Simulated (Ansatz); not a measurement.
# TiSi2 and the effect of the choice of potentials or basis

The cell as given:

```
Ti Si
1.0
     0.00000    4.11752    4.26290
     2.38951    0.00000    4.26290
     2.38951    4.11752    0.00000
Ti Si
2 4
Direct
  0.75000 0.75000 0.75000
  0.50000 0.50000 0.50000
  0.41257 0.08743 0.41257
  0.08743 0.41257 0.08743
  0.16257 0.83743 0.16257
  0.83743 0.16257 0.83743
```

The cell is a database's computed one, not the measured one.

Kept alike: task relaxation of cell and atoms; functional PBE; k mesh 7 × 7 × 7; occupations fermi-dirac, width 0.05 eV; no spin polarisation. Program: Ansatz. Cutoffs run from 420 to 1230 eV. The mesh is that of the run's cell of 6 atoms. No spin-orbit coupling.

| choice of potentials or basis | volume (Å³/atom) | first edge of the run's cell (Å) | third edge of the run's cell (Å) |
| --- | --- | --- | --- |
| Ansatz NC | 14.165 | 5.950 | 4.772 |
| Ansatz PAW | 14.166 | 5.950 | 4.773 |
| Ansatz PAW (files of its older set among them) | 14.168 | 5.950 | 4.773 |
| JTH PAW | 14.182 | 5.951 | 4.775 |
| PseudoDojo standard (PBE files) | 14.166 | 5.950 | 4.772 |
| PseudoDojo stringent (PBE files) | 14.166 | 5.950 | 4.772 |
| SPMS NC | 14.163 | 5.949 | 4.772 |

The relaxations keep at least the cell's symmetry (Fddd). For a metal such a mesh leaves the last digits unconverged. Relaxations stop with a little pressure left, so the last digits of a volume or edge aren't settled. Ansatz's relaxations hold a Pulay term in the stress (up to 0.1 GPa here).

Problem. What does the choice of potentials or basis change here?

Solution. The volume runs from 14.163 (SPMS NC) to 14.182 Å³/atom (JTH PAW). The first edge of the run's cell runs from 5.949 (SPMS NC) to 5.951 Å (JTH PAW). The third edge of the run's cell runs from 4.772 (Ansatz NC; PseudoDojo standard (PBE files); PseudoDojo stringent (PBE files); SPMS NC) to 4.775 Å (JTH PAW).
